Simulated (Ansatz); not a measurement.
CdF₂ (fluorite), relaxed with r2SCAN in Ansatz. It is cubic, Fm-3m (No. 225); conventional cell a = 5.388 Å, 13.04 Å³ an atom. Cd is surrounded by 8 F at 2.33 Å; F is surrounded by 4 Cd at 2.33 Å.

The axes x, y and z are those of this cell:
```yaml
crystal:
  lattice:
    - [0.00000, 2.69418, 2.69418]
    - [2.69418, 0.00000, 2.69418]
    - [2.69418, 2.69418, 0.00000]
  atoms:
    - { symbol: Cd, position: [0.00000, 0.00000, 0.00000] }
    - { symbol: F, position: [0.25000, 0.25000, 0.25000] }
    - { symbol: F, position: [0.75000, 0.75000, 0.75000] }
```

Unstrained: The PBE gap is indirect, 3.100 eV (W to Γ), below the direct gap of 3.598 eV at Γ. The r2SCAN gap is indirect, 3.794 eV (W to Γ), below the direct gap of 4.306 eV at Γ. HSE06 gives an indirect gap of 5.207 eV, from W to Γ; the least direct gap is 5.791 eV at Γ. Meshes: PBE 8×8×8, r2SCAN 8×8×8, HSE06 6×6×6. Strains are changes of length per length, and xy shears are angles. After each strain the atoms were relaxed again with r2SCAN in this cell and within any symmetry left, so distortions that break it or need a larger cell weren't tested; points keep the names that they have in the unstrained zone. (Simulation; spin polarisation is off.)

Q: Apply isotropic -2.5 % on every length. How far does the gap move, against the unstrained cell?

A: PBE: the gap goes from 3.100 to 3.377 eV (+0.277 eV). r2SCAN: the gap goes from 3.794 to 4.075 eV (+0.281 eV). HSE06: the gap goes from 5.207 to 5.512 eV (+0.305 eV). The r2SCAN energy rises by 28.5 meV an atom.

Q: One strain changed the r2SCAN stress by xx +3.74, yy +3.74, zz +3.74, xy +0.56, xz +0.56, yz +0.56 GPa (compression positive) and the gap by +0.110 eV (PBE), +0.111 eV (r2SCAN), +0.121 eV (HSE06). Which kind of strain was it, and roughly how large?

A: Uniaxial -3.0 % along [111], other directions held. The pattern of the stress gives the kind; the size needs the stiffness, so it is an estimate.

Q: Estimate what xy shear, engineering strain (angle) +5.0 % does to the gap.

A: PBE: the gap goes from 3.100 to 3.100 eV (0.000 eV); the edges go from W → Γ to (1/4, 0.490, -0.260) → Γ. r2SCAN: the gap goes from 3.794 to 3.792 eV (-0.002 eV); the edges go from W → Γ to (1/4, 0.490, -0.260) → Γ. HSE06: the gap goes from 5.207 to 5.205 eV (-0.002 eV); the edges go from W → Γ to (1/4, 0.490, -0.260) → Γ. The r2SCAN energy rises by 2.4 meV an atom.

Q: Estimate what uniaxial -0.5 % along x, other directions held does to the gap.

A: PBE: the gap goes from 3.100 to 3.116 eV (+0.016 eV); the edges go from W → Γ to (0.255, -1/2, -0.245) → Γ. r2SCAN: the gap goes from 3.794 to 3.810 eV (+0.016 eV); the edges go from W → Γ to (0.255, -1/2, -0.245) → Γ. HSE06: the gap goes from 5.207 to 5.224 eV (+0.017 eV); the edges go from W → Γ to (0.255, -1/2, -0.245) → Γ. The r2SCAN energy rises by 0.2 meV an atom.

Q: Estimate what isotropic +1.0 % on every length does to the gap.

A: PBE: the gap goes from 3.100 to 2.993 eV (-0.107 eV). r2SCAN: the gap goes from 3.794 to 3.684 eV (-0.110 eV). HSE06: the gap goes from 5.207 to 5.087 eV (-0.120 eV). The r2SCAN energy rises by 3.9 meV an atom.

Spin-orbit coupling is left out.

Where an edge lies off the special points, it is a point of the mesh or the k point where a search put PBE's edge or least direct gap, reused for the other functionals, whose own edges may lie a little apart.

Coordinates of k points refer to the reciprocal vectors of the primitive cell of the runs.

The meshes of the hybrids are coarse, so their gaps aren't converged to the digits shown.
